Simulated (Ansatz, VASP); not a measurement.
**One calculation of Al2O, two programs**

```xyz
3
Lattice="-1.9856 1.9856 2.9011 1.9856 -1.9856 2.9011 1.9856 1.9856 -2.9011" Properties=species:S:1:pos:R:3 pbc="T T T"
Al    0.0000    1.9856    0.0000
Al    1.9856    0.0000    0.0000
O     0.0000    0.0000    2.9011
```

The cell was built by a generator and needn't be a form met in nature.

Alike in both runs: task single point; functional PBE; k mesh 16 × 16 × 16; occupations gaussian, width 0.1 eV; no spin polarisation.

```csv
,VASP,Ansatz
version,VASP 6.6.1,Ansatz 0.2.0
potentials or method,"VASP PAW PBE potentials, release 64 (Al, O)","scalar-relativistic, plane waves, PAW"
plane-wave cutoff (eV),520,420
valence electrons in the cell,12,12
```

|  | VASP | Ansatz | Ansatz less VASP |
| --- | --- | --- | --- |
| gap on the k mesh at the Fermi level (eV) | none | none | - |
| pressure (GPa) | -0.1 | 0.0 | +0.04 |
| largest component of the traceless stress (GPa) | 0.06 | 0.00 | -0.059 |

A gap of «none» marks a metal or a gap that the smearing closes. The functional is the same, so the differences come from potentials, cutoffs and numerics.
